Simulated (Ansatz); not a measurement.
# SnSe (CsCl type): the cost of one run

Computed with Ansatz 0.2.0 (DFT, PBE, PAW with Ansatz's default frozen-core files, scalar-relativistic, unless a step's input says otherwise).

2 further runs of the same task are left out: 1 that didn't finish, 1 set aside as unsound or not needed.

**1. The starting structure**

It takes space group Pm-3m (No. 221, cubic). The conventional cell has a = 3.680 Å, b = 3.680 Å, c = 3.680 Å, α = 90.00°, β = 90.00°, γ = 90.00°. Around Sn (site symmetry m-3m) lie 8 Se at 3.19 Å. Se (site symmetry m-3m) has 8 Sn at 3.19 Å as nearest neighbours.

Structure file:

```xyz
2
Lattice="3.6796 0.0000 0.0000 0.0000 3.6796 0.0000 0.0000 0.0000 3.6796" Properties=species:S:1:pos:R:3 pbc="T T T"
Sn    0.0000    0.0000    0.0000
Se    1.8398    1.8398    1.8398
```

The structure (CsCl type) was typed from a prototype and relaxed by PAW; whether it is the ground state wasn't tested.

Atoms are numbered in the order of the input: Sn1, Se2.

**2. With PAW files, cutoff 250 eV**

Contents of input.yaml:

```yaml
crystal:
  lattice:
    - [3.6796456177, 0.0, 0.0]
    - [0.0, 3.6796456177, 0.0]
    - [0.0, 0.0, 3.6796456177]
  atoms:
    - { symbol: Sn, position: [0.0, 0.0, 0.0] }
    - { symbol: Se, position: [0.5, 0.5, 0.5] }
kpoints:
  mp_grid: { grid: [12, 12, 12] }
scf:
  occupations: { method: fermi_dirac, width: 0.03 }
hamiltonian:
  xc: pbe
  pseudopotentials: { kind: paw }
output:
  forces: true
  stress: true
  eigenvalues: true
  efg: { contact_densities: true }
basis:
  ecutwfc: 250
```

Command:

```bash
ansatz run input.yaml --threads 1 --pin off --max-ram 2048MiB --backend cpu --events-out ev --progress --plain --runs-dir out
```

What time and memory should one allow on 1 thread of Arm Neoverse V2, shared host?

About 3.6 s, with a peak of 0.37 GiB.
